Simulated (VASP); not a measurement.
A run of VASP 6.6.1:

The input INCAR:

```
SYSTEM = GaN
ALGO = Normal ; EDIFF = 1E-7
ENCUT = 520 ; GGA = PE
ISIF = 2 ; ISMEAR = 0
LASPH = .TRUE. ; LCHARG = .FALSE.
LREAL = .FALSE. ; LWAVE = .FALSE.
NBANDS = 16 ; NELM = 100
PREC = Accurate ; SIGMA = 0.02
```

KPOINTS

```
k-points
0
G
  14 14 14
  0 0 0
```

Contents of POSCAR:

```
GaN
1.0
    0.0000000000      2.1339693047      2.1339693047
    2.1339693047      0.0000000000      2.1339693047
    2.1339693047      2.1339693047      0.0000000000
Ga N
1 1
Direct
    0.5000000000      0.5000000000      0.5000000000
    0.0000000000      0.0000000000      0.0000000000
```

Potentials or basis: VASP PAW PBE potentials, release 64 (Ga_d, N).

Launch:

```sh
$ cat potpaw_PBE.64/Ga_d/POTCAR potpaw_PBE.64/N/POTCAR > POTCAR
$ mpirun -np 1 vasp_std > vasp.out
```

Hardware: 1 thread of Intel(R) Xeon(R) 6975P-C (Granite Rapids), with other jobs on the host.

Problem. How long does it take, and how much memory?

Solution. Run time: 11 s on 1 thread of Intel(R) Xeon(R) 6975P-C (Granite Rapids) (shared host), peak memory 0.15 GiB. Counts: scf iterations 14, k points 104.
